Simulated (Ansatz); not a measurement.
## Contact densities of TiTe2 against volume

```
Ti Te
1.0
     3.77700    0.00000    0.00000
    -1.88850    3.27098    0.00000
     0.00000    0.00000    6.49800
Ti Te
1 2
Direct
  0.00000 0.00000 0.00000
  0.66667 0.33333 0.26280
  0.33333 0.66667 0.73720
```

Atoms are numbered in the order listed.

The cell is COD entry 1008063, as deposited and not checked against the literature; nothing was relaxed.

Spin–orbit coupling is left out, though it moves levels of the heavy atoms by tenths of an eV or more.

These are results of DFT, PBEsol, all-electron PAW with datasets made for the crystal, scalar-relativistic in Ansatz 0.2.0, not measurements.

The runs use a Γ-centred 13×13×7 k mesh, Fermi–Dirac smearing of 0.03 eV, cutoff 240 eV (chosen by the program for this cell), no spin polarisation.

The contact density is the mean electron density over the nuclear volume; its changes set Mössbauer isomer shifts. Changes below are taken from the unscaled cell, where it is 56683.3 e/Å³ at Ti1, 1.46648e+06 e/Å³ at Te2.

```json
{"V/V(cell)": "0.9400", "P (GPa)": "2.0", "Δρ(0) Ti1 (e/Å³)": "0.17", "Δρ(0) Te2 (e/Å³)": "-1.92"}
{"V/V(cell)": "0.9600", "P (GPa)": "0.4", "Δρ(0) Ti1 (e/Å³)": "?", "Δρ(0) Te2 (e/Å³)": "-1.30"}
{"V/V(cell)": "0.9800", "P (GPa)": "-1.0", "Δρ(0) Ti1 (e/Å³)": "0.06", "Δρ(0) Te2 (e/Å³)": "?"}
{"V/V(cell)": "0.9900", "P (GPa)": "-1.7", "Δρ(0) Ti1 (e/Å³)": "0.03", "Δρ(0) Te2 (e/Å³)": "-0.32"}
{"V/V(cell)": "1.0000", "P (GPa)": "-2.3", "Δρ(0) Ti1 (e/Å³)": "0.00", "Δρ(0) Te2 (e/Å³)": "0.00"}
{"V/V(cell)": "1.0100", "P (GPa)": "-2.8", "Δρ(0) Ti1 (e/Å³)": "-0.04", "Δρ(0) Te2 (e/Å³)": "0.32"}
{"V/V(cell)": "1.0200", "P (GPa)": "-3.4", "Δρ(0) Ti1 (e/Å³)": "-0.07", "Δρ(0) Te2 (e/Å³)": "0.64"}
{"V/V(cell)": "1.0400", "P (GPa)": "-4.4", "Δρ(0) Ti1 (e/Å³)": "-0.14", "Δρ(0) Te2 (e/Å³)": "1.27"}
{"V/V(cell)": "1.0600", "P (GPa)": "-5.3", "Δρ(0) Ti1 (e/Å³)": "?", "Δρ(0) Te2 (e/Å³)": "1.91"}
```

(1) Give the missing entry: row "0.9600", column "Δρ(0) Ti1 (e/Å³)".

(2) What belongs in the row "0.9800", column "Δρ(0) Te2 (e/Å³)"?

(3) Give the missing entry: row "1.0600", column "Δρ(0) Ti1 (e/Å³)".

The datasets are made afresh for each cell, so very small changes are uncertain. Scalar relativity leaves out the p1/2 density at heavy nuclei.

## Answers

(1) 0.11.

(2) -0.64.

(3) -0.21.
